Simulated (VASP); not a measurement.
KCl (Sylvite): single point with PBE

**The experiment to reproduce.**

A printed reference work, monograph reports, for a bulk crystal of KCl: band gap 8.68 eV.

Crystal: KCl (Sylvite).

```
CELL_PARAMETERS angstrom
0.00000 3.14647 3.14647
3.14647 0.00000 3.14647
3.14647 3.14647 0.00000
ATOMIC_POSITIONS crystal
K 0.00000 0.00000 0.00000
Cl 0.50000 0.50000 0.50000
```

```
Program                : VASP 6.6.1
Task                   : single point
Functional             : PBE
Potentials or basis    : VASP PAW PBE potentials, release 64 (K_sv, Cl)
Cutoff                 : 520 eV
k mesh                 : 6 × 6 × 6
Occupations            : fermi-dirac, width 0.15 eV
Spin                   : no spin polarisation
Dipole correction      : no
Further INCAR settings : ALGO = Normal; EDIFF = 1e-06; NBANDS = 15
```

```json
{"Pressure": "0.8 GPa", "Band gap on the k mesh": "5.19 eV, direct"}
```

Levels at points of the mesh, in eV from the valence-band top:
```tsv
k point	band 5	band 6	band 7	band 8	band 9	band 10	band 11	band 12
(0.00, 0.00, 0.00)	-10.66	0.00	0.00	0.00	5.19	8.38	8.38	8.38
(0.50, 0.00, 0.00)	-10.42	-1.05	-0.32	-0.32	7.59	8.60	10.53	10.53
(0.50, 0.50, 0.00)	-10.71	-0.66	-0.22	-0.22	6.53	8.35	10.07	10.24
```

Run time: 13 s on 1 thread of AMD EPYC 9R45 96-Core Processor (Zen 5) (shared host), peak memory 0.17 GiB.

Measured gap of KCl: 8.68 eV (a printed reference work, monograph). This calculation gives 5.19 eV (-3.49 eV). The value is that of PBE, without temperature or zero-point motion. Semilocal functionals fall short of measured gaps as a rule.
